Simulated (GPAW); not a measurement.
# GaN (F-43m) in GPAW: settings compared

The runs below take GaN through single point, with PBE, LDA.

Everything below comes from runs of GPAW 26.7.0. Logs are shortened: lines on timing, memory, paths and dates and some standing lists are left out, and cuts for length are marked. The log counts tension as positive stress, the text compression.

**Experimental background.**

From a printed reference work, textbook, for a bulk crystal of GaN at 0 K: band gap 3.299 eV (direct).

The runs below are set against these values where they give the same quantity.

## Step 1: Starting point

It takes space group F-43m (No. 216, cubic). Conventional cell: a = 4.507 Å, b = 4.507 Å, c = 4.507 Å, α = 90.00°, β = 90.00°, γ = 90.00°. Around Ga (site symmetry -43m) lie 4 N at 1.95 Å. N (site symmetry -43m) is surrounded by 4 Ga at 1.95 Å.

The cell is a database's computed one.

## Step 2: Single point, PBE

Input file run.py:

```python
from ase.dft.bandgap import bandgap
from ase.io import read, write
from ase.units import GPa
from gpaw import GPAW, PW

atoms = read('GaN.xyz')

calc = GPAW(mode=PW(650),
            xc='PBE',
            kpts={'size': (8, 8, 8), 'gamma': True},
            occupations={'name': 'fermi-dirac', 'width': 0.01},
            nbands=11,
            convergence={'density': 1e-05, 'energy': 1e-05},
            maxiter=150,
            txt='gpaw.txt')
atoms.calc = calc
energy = atoms.get_potential_energy()
forces = atoms.get_forces()
stress = atoms.get_stress()
calc.write('gs.gpw')
write('result.traj', atoms)
print(f'Energy: {energy:.6f} eV')
print('Forces (eV/A):')
print(forces.round(4))
print('Stress (GPa):', (stress / GPa).round(3))
print('Fermi level:', round(calc.get_fermi_level(), 4), 'eV')
print(f'Gap: {bandgap(calc)[0]:.4f} eV, direct: {bandgap(calc, direct=True)[0]:.4f} eV')
```

Input file GaN.xyz:

```xyz
2
Lattice="0.0000000000 2.2535006075 2.2535006075 2.2535006075 0.0000000000 2.2535006075 2.2535006075 2.2535006075 0.0000000000" Properties=species:S:1:pos:R:3 pbc="T T T"
Ga     0.0000000000      0.0000000000      0.0000000000
N      1.1267503038      1.1267503038      1.1267503038
```

Potentials or basis: GPAW PAW data sets (gpaw-data 1.2.1), pw.

Run with:

```console
$ OMP_NUM_THREADS=1 python run.py
```

gpaw.txt:

```text
__  _  _
 | _ |_)|_||  |
 |__||  | ||/\| - 26.7.0

Input parameters:
  mode=PW(ecut=650.0),
  convergence={'density': 1e-05, 'energy': 1e-05},
  kpts=MonkhorstPack(size=(8, 8, 8), gamma=True),
  maxiter=150,
  nbands=11,
  occupations=Occupations(name='fermi-dirac', width=0.01),
  xc=XC(name='PBE')

Diagonalizing LCAO Hamiltonian
Converting LCAO to pw mode

           N
       Ga

Atoms  # Å, Bohr magnetons
|   | symbol |        x |        y |        z |    initial magnetic moments |
|---|--------|----------|----------|----------|-----------------------------|
| 0 |     Ga | 0.000000 | 0.000000 | 0.000000 | ( 0.0000,  0.0000,  0.0000) |
| 1 |      N | 1.126750 | 1.126750 | 1.126750 | ( 0.0000,  0.0000,  0.0000) |

Unit cell  # Å
| periodic |        x |        y |        z |  lengths |    angles |
|----------|----------|----------|----------|----------|-----------|
|      yes | 0.000000 | 2.253501 | 2.253501 | 3.186931 | 60.000000 |
|      yes | 2.253501 | 0.000000 | 2.253501 | 3.186931 | 60.000000 |
|      yes | 2.253501 | 2.253501 | 0.000000 | 3.186931 | 60.000000 |

Number of symmetries: 24
Symmetry operations  # r_c * U_cc + t_c -> r_c
|    | kind |            matrix            |
|----|------|------------------------------|
|  0 |  E   |  1, 0, 0,  0, 1, 0,  0, 0, 1 |
|  1 |  σ   |  1, 0, 0,  0, 0, 1,  0, 1, 0 |
|  2 |  σ   |  1, 0,-1,  0, 1,-1,  0, 0,-1 |
|  3 |  C3  |  1, 0,-1,  0, 0,-1,  0, 1,-1 |
|  4 |  C3  |  1,-1, 0,  0,-1, 1,  0,-1, 0 |
|  5 |  σ   |  1,-1, 0,  0,-1, 0,  0,-1, 1 |
|  6 |  σ   |  0, 1, 0,  1, 0, 0,  0, 0, 1 |
|  7 |  C3  |  0, 1, 0,  0, 0, 1,  1, 0, 0 |
|  8 |  C2  |  0, 1,-1,  1, 0,-1,  0, 0,-1 |
|  9 |  S4  |  0, 1,-1,  0, 0,-1,  1, 0,-1 |
| 10 |  C3  |  0, 0, 1,  1, 0, 0,  0, 1, 0 |
| 11 |  σ   |  0, 0, 1,  0, 1, 0,  1, 0, 0 |
| 12 |  S4  |  0, 0,-1,  1, 0,-1,  0, 1,-1 |
| 13 |  C3  |  0, 0,-1,  0, 1,-1,  1, 0,-1 |
| 14 |  S4  |  0,-1, 1,  1,-1, 0,  0,-1, 0 |
| 15 |  C2  |  0,-1, 1,  0,-1, 0,  1,-1, 0 |
| 16 |  C3  |  0,-1, 0,  1,-1, 0,  0,-1, 1 |
| 17 |  S4  |  0,-1, 0,  0,-1, 1,  1,-1, 0 |
| 18 |  S4  | -1, 1, 0, -1, 0, 1, -1, 0, 0 |
| 19 |  C3  | -1, 1, 0, -1, 0, 0, -1, 0, 1 |
| 20 |  C3  | -1, 0, 1, -1, 1, 0, -1, 0, 0 |
| 21 |  S4  | -1, 0, 1, -1, 0, 0, -1, 1, 0 |
| 22 |  σ   | -1, 0, 0, -1, 1, 0, -1, 0, 1 |
| 23 |  C2  | -1, 0, 0, -1, 0, 1, -1, 1, 0 |

BZ-sampling:
  Number of BZ points: 512
  Number of IBZ points: 29

  Monkhorst-Pack size: [8, 8, 8]
  Monkhorst-Pack shift: [0.0625, 0.0625, 0.0625]

K-points  # in reciprocal-cell coordinates
|     |                                coordinates |     weight |
|-----|--------------------------------------------|------------|
|   0 | (  0.00000000,   0.00000000,   0.00000000) | 0.00195312 |
|   1 | (  0.12500000,   0.12500000,   0.00000000) | 0.01171875 |
|   2 | (  0.12500000,   0.12500000,   0.12500000) | 0.01562500 |
|   3 | (  0.25000000,   0.12500000,   0.12500000) | 0.02343750 |
|   4 | (  0.25000000,   0.25000000,   0.00000000) | 0.01171875 |
|   5 | (  0.25000000,   0.25000000,   0.12500000) | 0.04687500 |
|   6 | (  0.25000000,   0.25000000,   0.25000000) | 0.01562500 |
|   7 | (  0.37500000,   0.25000000,  -0.37500000) | 0.04687500 |
|   8 | (  0.37500000,   0.25000000,   0.12500000) | 0.04687500 |
|   9 | (  0.37500000,   0.25000000,   0.25000000) | 0.04687500 |
| ... |                                            |            |
|  28 | (  0.50000000,   0.50000000,   0.50000000) | 0.00781250 |

Plane wave coefficients: 881
Cutoff: 650.0 eV

Spin-components: 1 (collinear spins)
Bands:           11
Projectors:      10
Spin-degeneracy: 2
Datatype:        complex128

Density:
  Valence electrons: 8.0
  Components: 1
  Grid points: [20 20 20]
  Charge: 0.0  # |e|

Potential:
  Grid points: [20 20 20]

species:
  Ga:
    name:    Gallium
    Z:       31.0
    valence: 3
    core:    28
    charge:  0.0  # [|e|]
    compensation charges:
      type: gauss
      rc: 0.37  # [Å]
      lmax: 2
    cutoffs:
      filter: 2.06  # [Å]
      core: 4.17  # [Å]
    projectors
    | kind |    occ | energy [eV] | rcut [Å] |
    |------|--------|-------------|----------|
    |   4s |  2.000 |      -8.945 |    1.164 |
    |   4p |  1.000 |      -2.580 |    1.164 |
    |    s |        |      18.266 |    1.164 |
    |    p |        |      24.631 |    1.164 |
    |    d |        |       0.000 |    1.164 |

    Using partial waves for Ga as LCAO basis

  N:
    name:    Nitrogen
    Z:       7.0
    valence: 5
    core:    2
    charge:  0.0  # [|e|]
    compensation charges:
      type: gauss
      rc: 0.18  # [Å]
      lmax: 2
    cutoffs:
      filter: 1.11  # [Å]
      core: 0.96  # [Å]
    projectors
    | kind |    occ | energy [eV] | rcut [Å] |
    |------|--------|-------------|----------|
    |   2s |  2.000 |     -18.583 |    0.603 |
    |   2p |  3.000 |      -7.089 |    0.529 |
    |    s |        |       8.629 |    0.603 |
    |    p |        |      20.123 |    0.529 |
    |    d |        |       0.000 |    0.577 |

    Using partial waves for N as LCAO basis

Reference energy: -54366.393033  # eV

eigensolver:
  PPCG
  Converge bands: occupied
  niter=2

density mixing:
  MSR1-Mixer
  Pratt-step length: 0.05
  Maximum mixing coefficient: 0.75
  Old densities: 10
  SVD Regularization: 0.005
  Good broyden scale: 1.0
  Trust region scale: 1.0
  Backstep threshold: 4.0
  History deletion threshold: 6.0
  Fourier metric: weight=20.0, sigma=0.015

occupation numbers:
  Fermi-Dirac:
    width: 0.0100  # eV

poisson solver:
  ecut: 5200.0  # eV

xc functional:
  name: PBE with 2 nearest neighbor stencil

convergence criteria:
- Maximum integral of absolute [dens]ity change: 1e-05 electrons / valence electron
- Maximum [total energy] change in last 3 cyles: 1e-05 eV / valence electron
- Maximum integral of absolute [eigenst]ate change: 4e-08 eV^2 / valence electron
maximum number of iterations: 150

SCF iterations
|iter     | |      energy | eigst |  dens |
|---------|-|-------------|-------|-------|
|iter:   1| |  -13.793338 | -0.30 |       |
|iter:   2| |  -13.307948 | -2.05 | -0.57 |
|iter:   3| |  -12.003222 | -0.70 | -0.62 |
|iter:   4| |  -12.001975 | -3.23 | -1.30 |
|iter:   5| |  -12.002868 | -3.51 | -1.57 |
|iter:   6| |  -12.002892 | -5.56 | -2.85 |
|iter:   7| |  -12.002904c| -6.24 | -3.17 |
|iter:   8| |  -12.002904c| -8.36c| -4.37 |
|iter:   9| |  -12.002904c| -8.04c| -4.86 |
|iter:  10| |  -12.002904c| -9.45c| -5.94c|

Converged in 10 steps
Energy contributions relative to reference atoms: (reference = -54366.393033)

Energy contributions:
  Kinetic:          33.513236
  Coulomb:         -29.317288
  Zero:              0.083644
  External:          0.000000
  Xc:              -16.282496
  Entropy:          -0.000000
  Spinorbit:         0.000000
  ----------------------------
  Free energy:     -12.002904
  Extrapolated:    -12.002904

dipole moment: (-12.569352, -12.569352, -12.569352)  # |e|*Ang

Fermi level: 6.608
Eigenvalues  # (at kpt = [0.000, 0.000, 0.000])
| band index |      eig [eV] | occ [0-2] |
|------------|---------------|-----------|
|          0 |        -9.471 |     2.000 |
|          1 |         6.395 |     2.000 |
|          2 |         6.395 |     2.000 |
|          3 |         6.395 |     2.000 |
|          4 |         8.221 |     0.000 |
|          5 |        16.800 |     0.000 |
|          6 |        16.800 |     0.000 |
|          7 |        16.800 |     0.000 |
|          8 |        24.090 |     0.000 |
|          9 |        24.818 |     0.000 |
|         10 |        24.827 |     0.000 |

Gap: 1.826 eV
Transition (v -> c):
  (s=0, k=0, n=3, [0.00, 0.00, 0.00]) -> (s=0, k=0, n=4, [0.00, 0.00, 0.00])
No difference between direct/indirect transitions

Forces  # eV/Ang
|        x |        y |        z |
|----------|----------|----------|
|  0.00000 |  0.00000 |  0.00000 |  # Ga   0
| -0.00000 | -0.00000 | -0.00000 |  # N    1

Stress tensor  # eV/Ang^3
|         x |         y |         z |
|-----------|-----------|-----------|
| -0.059633 | -0.000000 | -0.000000 |
| -0.000000 | -0.059633 |  0.000000 |
| -0.000000 |  0.000000 | -0.059633 |

# Writing to gs.gpw (mode='')
```

It took 10 s on 1 thread of Arm Neoverse N1, shared host; peak memory 0.13 GiB.

Results:

```yaml
Free_energy: -12.0029 eV
Pressure: 9.6 GPa
Band_gap_on_the_k_mesh: 1.83 eV, direct
```

Caveat: the cutoff is short for stress and forces, so pressures can be off by a GPa or more.

## Step 3: Single point, PBE

run.py: that of step 2 with these lines changed.

```diff
@@ -1,3 +1,4 @@
 from ase.dft.bandgap import bandgap
-from ase.io import read, write
+from ase.io import write
+from ase.spacegroup import crystal
 from ase.units import GPa
@@ -5,3 +6,10 @@
 
-atoms = read('GaN.xyz')
+# Ga 4a
+# N 4d
+atoms = crystal(['Ga', 'N'],
+                basis=[[0.0, 0.0, 0.0],
+                       [0.25, 0.25, 0.75]],
+                spacegroup=216, setting=1,  # F-43m
+                cellpar=[4.50700122, 4.50700122, 4.50700122, 90.0, 90.0, 90.0],
+                primitive_cell=True)
```

Potentials or basis: GPAW PAW data sets (gpaw-data 1.2.1), pw.

Run with:

```console
$ OMP_NUM_THREADS=1 python run.py
```

Wall time 6.7 s (1 thread of Arm Neoverse V1, shared host); peak memory 0.13 GiB.

It converged, with:

```yaml
Free_energy: -12.0029 eV
Pressure: 9.6 GPa
Band_gap_on_the_k_mesh: 1.83 eV, direct
```

Levels at points of the mesh, in eV from the valence-band top:
```csv
k point,band 1,band 2,band 3,band 4,band 5,band 6,band 7
"(0.00, 0.00, 0.00)",-15.87,0.00,0.00,0.00,1.83,10.40,10.40
"(0.50, 0.50, 0.00)",-12.86,-6.17,-2.65,-2.65,3.39,6.76,11.79
"(0.50, 0.50, 0.50)",-13.59,-6.98,-0.95,-0.95,4.74,8.83,10.42
```

Caveat: the cutoff is short for stress and forces, so pressures can be off by a GPa or more.

## Step 4: Single point, PBE

Input file run.py:

```python
from ase.dft.bandgap import bandgap
from ase.io import read, write
from ase.units import GPa
from gpaw import GPAW, PW

atoms = read('GaN.xyz')

calc = GPAW(mode=PW(250),
            xc='PBE',
            kpts={'size': (10, 10, 10), 'gamma': True},
            occupations={'name': 'fermi-dirac', 'width': 0.05},
            nbands=11,
            convergence={'density': 1e-05, 'energy': 1e-05},
            maxiter=50,
            txt='gpaw.txt')
atoms.calc = calc
energy = atoms.get_potential_energy()
forces = atoms.get_forces()
stress = atoms.get_stress()
calc.write('gs.gpw')
write('result.traj', atoms)
print(f'Energy: {energy:.6f} eV')
print('Forces (eV/A):')
print(forces.round(4))
print('Stress (GPa):', (stress / GPa).round(3))
print('Fermi level:', round(calc.get_fermi_level(), 4), 'eV')
print(f'Gap: {bandgap(calc)[0]:.4f} eV, direct: {bandgap(calc, direct=True)[0]:.4f} eV')
```

GaN.xyz is that of step 2.

Run with:

```console
$ OMP_NUM_THREADS=1 python run.py
```

Wall time 3.3 s (1 thread of Arm Neoverse V2, shared host); peak memory 0.12 GiB.

These settings aren't checked as converged: the numbers below hold their error.

Results:

* Free energy: -3.6492 eV
* Pressure: -58.4 GPa
* Band gap on the k mesh: none (metal or under the smearing width)

Caveat: the cutoff is short for stress and forces, so pressures can be off by a GPa or more; a pressure of tens of GPa on the cell as given is suspect, and the run, the potentials or the cell itself is likely at fault.

## Step 5: Single point, LDA

run.py: that of step 4 with these lines changed.

```diff
@@ -3,13 +3,16 @@
 from ase.units import GPa
-from gpaw import GPAW, PW
+from gpaw import GPAW, PW, setup_paths
 
-atoms = read('GaN.xyz')
+setup_paths.insert(0, '.')
 
-calc = GPAW(mode=PW(250),
-            xc='PBE',
-            kpts={'size': (10, 10, 10), 'gamma': True},
+atoms = read('POSCAR')
+
+calc = GPAW(mode=PW(600),
+            xc='LDA',
+            kpts={'size': (8, 8, 8), 'gamma': True},
             occupations={'name': 'fermi-dirac', 'width': 0.05},
-            nbands=11,
+            setups={'Ga': 'jth', 'N': 'jth'},
+            nbands=-7,
             convergence={'density': 1e-05, 'energy': 1e-05},
-            maxiter=50,
+            maxiter=80,
             txt='gpaw.txt')
```

Input file POSCAR:

```
GaN
1.0
    0.0000000000      2.2535006075      2.2535006075
    2.2535006075      0.0000000000      2.2535006075
    2.2535006075      2.2535006075      0.0000000000
Ga N
1 1
Direct
    0.0000000000      0.0000000000      0.0000000000
    0.2500000000      0.2500000000      0.2500000000
```

Potentials or basis: JTH PAW 2.0, LDA, pw.

Run with:

```console
$ OMP_NUM_THREADS=1 python run.py
```

Run time: 6 s. Hardware: 1 thread of Arm Neoverse V2, shared host; peak memory 0.14 GiB.

It converged, with:

```yaml
Free_energy: -13.8928 eV
Pressure: -8.1 GPa
Band_gap_on_the_k_mesh: 1.72 eV, direct
```

Levels at points of the mesh, in eV from the valence-band top:
```
           k point  band 6  band 7  band 8  band 9  band 10  band 11  band 12
(0.00, 0.00, 0.00)  -13.22    0.00    0.00    0.00     1.72    10.10    10.10
(0.50, 0.50, 0.00)  -11.37   -6.22   -2.74   -2.74     3.25     6.46    11.50
(0.50, 0.50, 0.50)  -11.85   -7.13   -0.99   -0.99     4.52     8.60    10.19
```

Caveat: the cutoff is short for stress and forces, so pressures can be off by a GPa or more; the program truncates these outside data sets.

## Step 6: Comparison with measurements

Step 2. Measured gap of GaN: 3.299 eV (direct; 0 K; a printed reference work, textbook). This calculation gives 1.83 eV (-1.47 eV). Spin-orbit coupling on Ga is left out. The value is that of PBE, without temperature or zero-point motion. Semilocal functionals fall short of measured gaps as a rule. The cell is a database's relaxed one, not the measured one, which moves gaps too.

Step 3. Measured gap of GaN: 3.299 eV (direct; 0 K; a printed reference work, textbook). This calculation gives 1.83 eV (-1.47 eV). Spin-orbit coupling on Ga is left out. The value is that of PBE, without temperature or zero-point motion. Semilocal functionals fall short of measured gaps as a rule. The cell is a database's relaxed one, not the measured one, which moves gaps too.

Step 5. Against the measured gap of GaN, 3.299 eV (direct; 0 K; a printed reference work, textbook), the calculated 1.72 eV is off by -1.58 eV. Spin-orbit coupling on Ga is left out. The value is that of LDA, without temperature or zero-point motion. Semilocal functionals fall short of measured gaps as a rule. The cell is a database's relaxed one, not the measured one, which moves gaps too.
